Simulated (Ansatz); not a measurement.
Results of r²SCAN-D4 (Ansatz, an electronic-structure program, plane waves, PAW) for rock-salt LiI.

Run with plane-wave cutoff 560 eV, 10×10×10 k mesh, Fermi–Dirac smearing 0.01 eV, scalar-relativistic PAW data made under PBE.

Cell (relaxed at this level):

LiI is taken in the cubic space group Fm-3m (No. 225), the rock salt structure, Pearson symbol cF8. Cell: a = b = c = 5.9845 Å, α = β = γ = 90.00°. Li on 4a is surrounded by 6 I at 2.992 Å (octahedral). I on 4b is coordinated by 6 Li at 2.992 Å (octahedral). (Neighbours: up to the widest gap in distance over summed covalent radii, below 1.35, at either atom; cation-cation and far metal-metal contacts left out.)
(The calculation used a cell of 2 atoms; values per cell refer to that cell.)

Question: What does this level give for the pressure derivative B′ of the bulk modulus, width of the whole s-p valence band and band gap?

Answer: 
* **pressure derivative B′ of the bulk modulus**: 4.5
* **width of the whole s-p valence band**: 12.06 eV
* **band gap**: 5.01 eV

Measured, for comparison: band gap 6.4 eV (temperature not stated, not corrected to a static lattice, our sources range from 6.10 to 6.40; as tabulated in Aguado et al. (1998), arXiv:cond-mat/9809176).

Spin–orbit coupling is not included; with these elements it can move the gap by several tenths of an eV or more.

Static lattice: no zero-point or thermal effects.
